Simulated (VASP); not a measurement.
GaAs: relaxation of cell and atoms with PBE

The system is GaAs.

```xyz
2
Lattice="0.0000 2.8268 2.8268 2.8268 0.0000 2.8268 2.8268 2.8268 0.0000" Properties=species:S:1:pos:R:3 pbc="T T T"
Ga    0.0000    0.0000    0.0000
As    1.4134    1.4134    1.4134
```

```json
{"Program": "VASP 6.6.1", "Task": "relaxation of cell and atoms", "Functional": "PBE", "Potentials or basis": "VASP PAW PBE potentials, release 64 (Ga_d, As)", "Cutoff": "600 eV", "k mesh": "10 × 10 × 10", "Occupations": "gaussian, width 0.03 eV", "Spin": "no spin polarisation", "Further INCAR settings": "ALGO = Normal; EDIFF = 1e-06; IBRION = 2; EDIFFG = -0.01; NSW = 90; ISIF = 3"}
```

| Quantity | Value |
| --- | --- |
| Relaxed volume | 23.77 Å³/atom |
| Relaxed cell | a = 4.066 Å, b = 4.066 Å, c = 4.066 Å, α = 60.00°, β = 60.00°, γ = 60.00° |
| Space group after relaxing (to 0.05 Å) | F-43m (No. 216) |
| Energy gained by relaxing | 12.1 meV/atom |
| Ionic steps | 3 |
| Pressure after relaxing | -0.1 GPa |
| Band gap on the k mesh | 0.15 eV, direct |

The path:
```
step  energy change (eV)  largest force (eV/Å)  pressure (GPa)  volume (Å³)
   1              0.0000                0.0000            3.45        45.18
   2             -0.0210                0.0000           -1.02        48.43
   3             -0.0241                0.0000           -0.06        47.53
```

Final structure:
```cif
data_structure
_symmetry_space_group_name_H-M 'P 1'
_symmetry_Int_Tables_number 1
_cell_length_a 4.0660
_cell_length_b 4.0660
_cell_length_c 4.0660
_cell_angle_alpha 60.000
_cell_angle_beta 60.000
_cell_angle_gamma 60.000
_cell_volume 47.53
loop_
_atom_site_label
_atom_site_type_symbol
_atom_site_fract_x
_atom_site_fract_y
_atom_site_fract_z
_atom_site_occupancy
Ga1 Ga 0.00000 0.00000 0.00000 1
As1 As 0.25000 0.25000 0.25000 1
```

Levels at points of the mesh, in eV from the valence-band top:
```tsv
k point	band 5	band 6	band 7	band 8	band 9	band 10	band 11	band 12	band 13
(0.00, 0.00, 0.00)	-14.66	-12.37	0.00	0.00	0.00	0.15	3.72	3.72	3.72
(0.50, 0.00, 0.00)	-14.65	-10.76	-6.37	-1.07	-1.07	0.86	4.62	4.62	7.70
(0.50, 0.50, 0.00)	-14.64	-10.09	-6.59	-2.50	-2.50	1.56	1.68	9.77	9.77
```

Wall time 30 s on 1 thread of Intel(R) Xeon(R) Platinum 8488C (Sapphire Rapids) (shared host), peak memory 0.2 GiB.

PBE usually gives volumes a little too large and moduli too small. Zero-point motion and thermal expansion aren't in these numbers.
